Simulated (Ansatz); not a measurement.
Zincblende BP was put through Ansatz (plane waves). The cell was relaxed beforehand with r2SCAN.

Structure:
```cif
data_structure
_symmetry_space_group_name_H-M 'P 1'
_symmetry_Int_Tables_number 1
_cell_length_a 3.2079
_cell_length_b 3.2079
_cell_length_c 3.2079
_cell_angle_alpha 60.000
_cell_angle_beta 60.000
_cell_angle_gamma 60.000
_cell_volume 23.34
loop_
_atom_site_label
_atom_site_type_symbol
_atom_site_fract_x
_atom_site_fract_y
_atom_site_fract_z
_atom_site_occupancy
B1 B 0.00000 0.00000 0.00000 1
P1 P 0.25000 0.25000 0.25000 1
```

What the program printed (shortened):
```
Pseudopotential: B, paw, valence charge 3, recommended cutoff 420 eV (normal)
Pseudopotential: P, paw, valence charge 5, recommended cutoff 420 eV (normal)
Functional definition: PBE
Crystal: 2 atoms, lattice volume = 23.342 Å³
Basis set: ecut = 420 eV, 459 PW (Γ)
Bands: 8, of which v1, the nominal top of the filled ones, is band 4 counted from 1 (3 counted from 0)
Symmetry: 24 space group operations
Space group: F-43m (ITA 216)
k-points: 16 of 216 (time reversal used)
SCF 1 converged in 6 iterations: F = -912.429217 eV  dr2 = 5.66e-8
Free energy (F): -912.429217 eV
Fermi energy:    9.282898 eV
--- Per-component energies (eV) ---
  E_band       = 22.306655
  E_kinetic    = 121.845866
  E_local      = -67.928050
  E_nonlocal   = 45.006362
  E_hartree    = 17.081109
  E_xc         = -94.889638
  E_vxc        = -100.569674
  E_paw        = -647.967218
  E_vpaw       = -10.210408
  E_ewald      = -285.577648
--- G₀W₀: ω_p = 21.7386 eV, 216 q-points, 128 empty bands' worth ---
    ik  band        ε_KS         Σx   Σc(E_QP)       V_xc       Z   E_QP_lin       E_QP  E_QP is
     0     3      9.2829   -16.4285     1.1216   -14.8019  0.7924     8.7768     8.7779  root
     0     4      9.2829   -16.4285     1.1216   -14.8019  0.7924     8.7768     8.7779  root
     0     5     12.6855    -8.6469    -4.5543   -13.5909  0.7944    13.0760    13.0752  root
     0     6     12.6855    -8.6469    -4.5543   -13.5909  0.7944    13.0760    13.0752  root
     1     3      8.6180   -16.4553     1.3079   -14.6235  0.7904     8.0928     8.0940  root
     1     4      8.6180   -16.4553     1.3079   -14.6235  0.7904     8.0928     8.0940  root
     1     5     13.3031    -8.7802    -4.7612   -13.8859  0.7931    13.6483    13.6476  root
     1     6     13.5883    -8.4659    -4.8464   -13.7297  0.7910    14.0068    14.0057  root
     2     3      7.8142   -16.8300     1.6857   -14.5672  0.7868     7.2354     7.2371  root
     2     4      7.8142   -16.8300     1.6857   -14.5672  0.7868     7.2354     7.2371  root
     2     5     13.1804    -8.9424    -4.8672   -14.1115  0.7934    13.4829    13.4824  root
     2     6     14.1359    -7.5751    -5.0761   -13.0760  0.7923    14.5619    14.5607  root
     3     3      7.5245   -17.0100     1.8345   -14.5766  0.7853     6.9237     6.9257  root
     3     4      7.5245   -17.0100     1.8345   -14.5766  0.7853     6.9237     6.9257  root
     3     5     13.0634    -9.0307    -4.8726   -14.1933  0.7934    13.3539    13.3534  root
     3     6     13.9895    -7.2092    -5.0290   -12.6436  0.7952    14.3959    14.3949  root
     4     3      7.5505   -16.4573     1.6564   -14.2314  0.7870     6.9794     6.9810  root
     4     4      7.5505   -16.4573     1.6564   -14.2314  0.7870     6.9794     6.9810  root
     4     5     11.7241    -8.2040    -4.3381   -12.8412  0.7997    12.0238    12.0233  root
     4     6     15.1391    -8.3979    -5.3191   -14.1822  0.7836    15.6057    15.6042  root
     9     3      5.7903   -17.0477     2.4219   -13.9518  0.7778     5.1133     5.1163  root
     9     4      5.7903   -17.0477     2.4219   -13.9518  0.7778     5.1133     5.1163  root
     9     5     10.6652    -7.8166    -4.1481   -12.1517  0.8045    10.8523    10.8520  root
     9     6     12.5888    -6.4324    -4.7018   -11.3334  0.8067    12.7882    12.7879  root
    12     3      5.1651   -17.2703     2.6872   -13.8759  0.7740     4.4547     4.4579  root
    12     4      5.1651   -17.2703     2.6872   -13.8759  0.7740     4.4547     4.4579  root
    12     5     10.6141    -7.2879    -4.2318   -11.6586  0.8052    10.7530    10.7529  root
    12     6     10.9407    -7.2032    -4.2751   -11.6468  0.8103    11.1093    11.1091  root
```

The points are ik 0 = (0, 0, 0) (Γ), ik 1 = (0, 0, 1/6), ik 2 = (0, 0, 1/3), ik 3 = (0, 0, -1/2), ik 4 = (0, 1/6, 1/6), ik 9 = (0, 1/3, 1/3), ik 12 = (0, -1/2, -1/2); band 4 is the last filled one.

**Question.** Which of these blocks stood in the input: relax, gw, phonons, dielectric, magnetization (spin_orbit)?

**Answer.** gw. The quasiparticle table needs the gw block.

**Question.** Which k mesh was typed?

**Answer.** 6×6×6, Γ-centred.

**Question.** How were the bands filled?

**Answer.** Fixed occupations.

It took 51 s on 1 × NVIDIA H100 80GB HBM3 with 2 threads of AMD EPYC 7R13 Processor (Zen 3), on a shared host, load about 1.5 per core; peak host memory 1.4 GiB.

Calculated for a static, non-magnetic cell.
